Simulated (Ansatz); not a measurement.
# Ga2O3: vibrations at Γ and dielectric response

How strongly does the published phase of Ga2O3 (R-3c) screen an electric field, and what charges do its ions carry when they move? Which modes has it at Γ?

The COD cell was measured well above room temperature, so it is larger than a cold one.

Code: Ansatz 0.2.0. Linear response, PAW datasets, plane waves. Computed at 0 K without zero-point motion; spin polarisation is off.

### 1 The system as given

The cell was relaxed beforehand with PBEsol.

The symmetry is R-3c (No. 167, trigonal); a = 5.000 Å, c = 13.449 Å in the conventional setting, 9.71 Å³ an atom. Around Ga lie 6 O at 1.93–2.08 Å; around O lie 4 Ga at 1.93–2.08 Å.

Coordinates:

```cif
data_structure
_symmetry_space_group_name_H-M 'R-3c:H'
_symmetry_Int_Tables_number 167
_cell_length_a 5.0004
_cell_length_b 5.0004
_cell_length_c 13.4491
_cell_angle_alpha 90.000
_cell_angle_beta 90.000
_cell_angle_gamma 120.000
_cell_volume 291.23
loop_
_atom_site_label
_atom_site_type_symbol
_atom_site_symmetry_multiplicity
_atom_site_Wyckoff_symbol
_atom_site_fract_x
_atom_site_fract_y
_atom_site_fract_z
_atom_site_occupancy
Ga1 Ga 12 c 0.33333 0.66667 0.02237 1
O1 O 18 e 0.30279 0.00000 0.25000 1
```

### 2 Phonons at Γ with PBEsol

The input, input.yaml:

```yaml
crystal:
  lattice:
    - [2.5002087918, 1.443496219, 4.483029178]
    - [-2.5002087918, 1.443496219, 4.483029178]
    - [0.0, -2.8869924379, 4.483029178]
  atoms:
    - { symbol: Ga, position: [0.3557024971, 0.3557024971, 0.3557024971] }
    - { symbol: Ga, position: [0.1442975029, 0.1442975029, 0.1442975029] }
    - { symbol: Ga, position: [0.6442975029, 0.6442975029, 0.6442975029] }
    - { symbol: Ga, position: [0.8557024971, 0.8557024971, 0.8557024971] }
    - { symbol: O, position: [0.5527850667, 0.9472149333, 0.25] }
    - { symbol: O, position: [0.25, 0.5527850667, 0.9472149333] }
    - { symbol: O, position: [0.9472149333, 0.25, 0.5527850667] }
    - { symbol: O, position: [0.4472149333, 0.0527850667, 0.75] }
    - { symbol: O, position: [0.75, 0.4472149333, 0.0527850667] }
    - { symbol: O, position: [0.0527850667, 0.75, 0.4472149333] }
kpoints:
  mp_grid: { grid: [6, 6, 6] }
hamiltonian:
  xc: pbesol
scf:
  occupations: { method: fixed }
phonons:
  method: dfpt
  dielectric: true
  qpoints: [[0, 0, 0]]
  rigid_motions: translations
```

Command:

```
$ ansatz run input.yaml --threads 4 --pin off --max-ram 9216MiB --backend cpu --events-out ev --progress --plain --runs-dir out
```

### 3 Dielectric tensor and Born charges, r2SCAN

The input, input.yaml:

```yaml
crystal:
  lattice:
    - [2.4922622641, 1.438908289, 4.4806364994]
    - [-2.4922622641, 1.438908289, 4.4806364994]
    - [0.0, -2.8778165781, 4.4806364994]
  atoms:
    - { symbol: Ga, position: [0.3554263352, 0.3554263352, 0.3554263352] }
    - { symbol: Ga, position: [0.1445736648, 0.1445736648, 0.1445736648] }
    - { symbol: Ga, position: [0.6445736648, 0.6445736648, 0.6445736648] }
    - { symbol: Ga, position: [0.8554263352, 0.8554263352, 0.8554263352] }
    - { symbol: O, position: [0.5536335029, 0.9463664971, 0.25] }
    - { symbol: O, position: [0.25, 0.5536335029, 0.9463664971] }
    - { symbol: O, position: [0.9463664971, 0.25, 0.5536335029] }
    - { symbol: O, position: [0.4463664971, 0.0536335029, 0.75] }
    - { symbol: O, position: [0.75, 0.4463664971, 0.0536335029] }
    - { symbol: O, position: [0.0536335029, 0.75, 0.4463664971] }
kpoints:
  mp_grid: { grid: [6, 6, 6] }
hamiltonian:
  xc: r2scan
scf:
  occupations: { method: fixed }
dielectric: {}
```

### 4 Field response with PBE

input.yaml, as its differences from that of step 3:

```diff
@@ -19,3 +19,3 @@
 hamiltonian:
-  xc: r2scan
+  xc: pbe
 scf:
```

**Question.** What will these runs give? Wanted: ε∞, PBEsol at the PBEsol cell; ε∞, r2SCAN at the r2SCAN cell; ε∞, PBE at the r2SCAN cell; Born charges; optical modes; highest mode with the LO–TO term; static dielectric constant.

As calculated:

| quantity | value |
| --- | --- |
| ε∞, PBEsol at the PBEsol cell | 4.48, 4.48, 4.35 |
| ε∞, r2SCAN at the r2SCAN cell | 4.04, 4.04, 3.93 |
| ε∞, PBE at the r2SCAN cell | 4.38, 4.38, 4.26 |
| Born charges (mean of the diagonal), PBE | Ga +3.29, O -2.19 e |
| optical modes | 152 to 671 cm⁻¹ |
| highest mode with the LO–TO term | 676 cm⁻¹ |
| static dielectric constant | 13.1, 13.1, 18.9 |

**Reading.** A mean ε∞ of 4.3 (PBE) means a refractive index near 2.08 below the gap. PBE screens more (4.34 for PBE, 4.00 for r2SCAN), in step with its smaller gap on the mesh (2.85 and 3.55 eV). The ions raise the dielectric constant from 4.4 to 15.0, so the lattice does most of the static screening. No mode at Γ is imaginary; other wave vectors weren't computed.

These are semilocal Kohn-Sham gaps, which aren't the measured quantity. Such gaps usually fall short of the measured ones.
